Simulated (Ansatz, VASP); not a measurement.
Ga in VASP and in Ansatz

The input INCAR:

```
PREC = Accurate
ENCUT = 520
EDIFF = 1E-6
ISMEAR = -1
SIGMA = 0.1
LREAL = False
LASPH = True
NELM = 60
ALGO = Fast
ISIF = 2
LWAVE = False
LCHARG = False
GGA = RP
NBANDS = 20
```

The input KPOINTS:

```
Automatic mesh
0
Gamma
  10 10 10
```

Contents of POSCAR:

```
Ga
1.0
    0.0000000000      3.0634499133      3.0634499133
    3.0634499133      0.0000000000      3.0634499133
    3.0634499133      3.0634499133      0.0000000000
Ga
2
Direct
    0.1250000000      0.1250000000      0.1250000000
    0.8750000000      0.8750000000      0.8750000000
```

Input for Ansatz:

```yaml
crystal:
  lattice:
    - [0.0, 3.0634499133, 3.0634499133]
    - [3.0634499133, 0.0, 3.0634499133]
    - [3.0634499133, 3.0634499133, 0.0]
  atoms:
    - { symbol: Ga, position: [0.125, 0.125, 0.125] }
    - { symbol: Ga, position: [0.875, 0.875, 0.875] }
hamiltonian:
  xc: rpbe
  pseudopotentials:
    kind: paw
    azcp:
      Ga: "pseudopotentials/Ga.paw.azcp"
basis:
  ecutwfc: 420
  fft_grid_basis: typed
kpoints:
  mp_grid: { grid: [10, 10, 10], shift: [0, 0, 0] }
magnetization:
  spin_polarized: false
scf:
  occupations: { method: fermi_dirac, width: 0.1 }
  lower_state_search: "off"
output:
  stress: true
```

Alike in both runs: task single point; functional RPBE; k mesh 10 × 10 × 10; occupations fermi-dirac, width 0.1 eV; no spin polarisation.

|  | VASP | Ansatz |
| --- | --- | --- |
| version | VASP 6.6.1 | Ansatz 0.2.0 |
| potentials or method | VASP PAW PBE potentials, release 64 (Ga_d) | plane waves (420 eV) with PAW, scalar-relativistic |
| plane-wave cutoff (eV) | 520 | 420 |
| valence electrons in the cell | 26 | 26 |

Ansatz gave:

* pressure (GPa): -1.9

Which values does VASP return?

Pressure (GPa): -1.8.

With one functional, cell and mesh, what is left measures potentials, basis and numerics.

Caveats: the PAW data sets were made with another functional, which shifts forces and pressure a little (VASP).
